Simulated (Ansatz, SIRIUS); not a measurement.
**One calculation of SnO, 5 ways**

```
Sn O
1.0
     3.81370    0.00000    0.00000
     0.00000    3.81370    0.00000
     0.00000    0.00000    4.88691
Sn O
2 2
Direct
  0.50000 0.00000 0.76463
  0.00000 0.50000 0.23537
  0.00000 0.00000 0.00000
  0.50000 0.50000 0.00000
```

The cell is a database's computed one, not the measured one.

Alike in all runs: task band structure; functional PBE; k mesh 7 × 7 × 6; occupations fermi-dirac, width 0.05 eV; no spin polarisation; no spin-orbit coupling. Pressure is positive in compression and, in plane waves, holds the error of the finite cutoff, which Ansatz's Pulay term estimates and takes out.

```csv
program and potentials,plane-wave cutoff (eV),notes,band gap (eV),pressure (GPa),largest force (eV/Å)
"Ansatz, all-electron LAPW, scalar-relativistic",-,-,?,?,?
"Ansatz, Ansatz PAW (files of its older set among them)",930,14 valence electrons an atom on average,0.37,3.57,0.369
"SIRIUS, all-electron FP-LAPW (Koelling-Harmon valence), apw+lo standard",-,-,0.38,-,0.311
"SIRIUS, all-electron FP-LAPW (ZORA valence), apw+lo standard",-,-,0.38,-,0.311
"Ansatz, Ansatz NC",1240,10 valence electrons an atom on average; Pulay term of +0.03 GPa included,0.38,3.61,0.370
```

Question: Estimate from the other rows what the run with Ansatz, all-electron LAPW, scalar-relativistic gave.

Answer: Band gap 0.37 eV; pressure 3.57 GPa; largest force 0.367 eV/Å. The other rows, which needn't bracket it: band gap 0.37 to 0.38; pressure 3.57 to 3.61; largest force 0.311 to 0.370.
